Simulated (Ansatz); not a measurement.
TiO2: the change of phonon heat capacity and phonon entropy with temperature

Harmonic vibrational free energy, entropy and heat capacity at constant volume, per atom, from the force constants of a q mesh, imaginary modes left out; plane waves with PAW datasets, Gamma-centred k mesh. The results are calculated, by Ansatz 0.2.0.

Structure of every row (space group Fd-3m, No. 227):
```
CELL_PARAMETERS angstrom
0.00000 4.19720 4.19720
4.19720 0.00000 4.19720
4.19720 4.19720 0.00000
ATOMIC_POSITIONS crystal
Ti 0.75000 0.75000 0.75000
Ti 0.50000 0.50000 0.50000
O 0.62500 0.62500 0.62500
O 0.62500 0.62500 0.12500
O 0.62500 0.12500 0.62500
O 0.12500 0.62500 0.62500
```

Settings of every row: functional PBE; dispersion none; spin none; wave cutoff 420 eV; k mesh 6x6x6; occupations fixed; smearing width 0 eV; pressure 0 GPa; phonon method linear response; q mesh 2x2x2.

Limits: phonon interpolation lacks quadrupole term; the cell comes from a prototype or a list of computed structures and needn't be the stable phase.

| row | temperature (K) | phonon heat capacity (kB/atom) | phonon entropy (kB/atom) | phonon free energy (meV/atom) |
| --- | --- | --- | --- | --- |
| 1 | 200 | ? | ? | ? |
| 2 | 300 | 2.258 | 2.733 | 33.4 |
| 3 | 400 | 2.498 | 3.418 | 6.8 |
| 4 | 500 | 2.645 | 3.993 | -25.2 |
| 5 | 600 | 2.738 | 4.484 | -61.7 |
| 6 | 700 | 2.8 | 4.911 | -102.3 |
| 7 | 800 | 2.843 | 5.288 | -146.2 |
| 8 | 900 | 2.873 | 5.625 | -193.3 |
| 9 | 1000 | 2.896 | 5.928 | -243.1 |

Question: what phonon heat capacity and phonon entropy should row 1 give?

Worked fit of phonon heat capacity. At high temperature a harmonic heat capacity falls short of its limit by a term in 1/T², so take t = (100 K / T)². The shown rows have t = 0.11111, 0.0625, 0.04, 0.02778, 0.02041, 0.01562, 0.01235, 0.01. Least squares give phonon heat capacity = 2.9862 − 9.5787 × t + 27.291 × t² kB/atom; a straight line predicts inner rows, each left out in turn, worse (root mean square 0.028 against 0.0041 kB/atom). The rows lie off it by -0.001, 0.004, -0.002, -0.003, -0.002, 0.000, 0.001, 0.003, a smooth pattern that one more power would take up: the form is only approximate. The constant, 2.9862 kB/atom, is to be held against the harmonic limit of 3 k_B an atom. The withheld row has t = 0.25, so the fit gives 2.9862 − 9.5787 × (0.25) + 27.291 × (0.25)² = 2.297 kB/atom.

The calculation gave 1.845 kB/atom. The fit lies 0.452 kB/atom (24 % of the value, 43 % of the column's range) above it; its largest miss of a shown row is 0.004 kB/atom. This row lies beyond the range of the fit.

Worked fit of phonon entropy. Entropy rises as the heat capacity times the change of ln T, so take t = ln(T / 300 K). The shown rows have t = 0, 0.2877, 0.5108, 0.6931, 0.8473, 0.9808, 1.0986, 1.204. Least squares give phonon entropy = 2.7281 + 2.35092 × t + 0.25913 × t² kB/atom; a straight line predicts inner rows, each left out in turn, worse (root mean square 0.033 against 0.0063 kB/atom). The rows lie off it by 0.005, -0.008, -0.004, 0.002, 0.005, 0.005, 0.001, -0.006 (root mean square 0.0049 kB/atom), a smooth pattern that one more power would take up: the form is only approximate. The withheld row has t = -0.4055, so the fit gives 2.7281 + 2.35092 × (-0.4055) + 0.25913 × (-0.4055)² = 1.817 kB/atom.

The calculation gave 1.899 kB/atom. The fit lies 0.082 kB/atom (4.3 % of the value, 2 % of the column's range) below it; its largest miss of a shown row is 0.008 kB/atom. This row lies beyond the range of the fit.

The other values of row 1: phonon free energy 53.5 meV/atom.
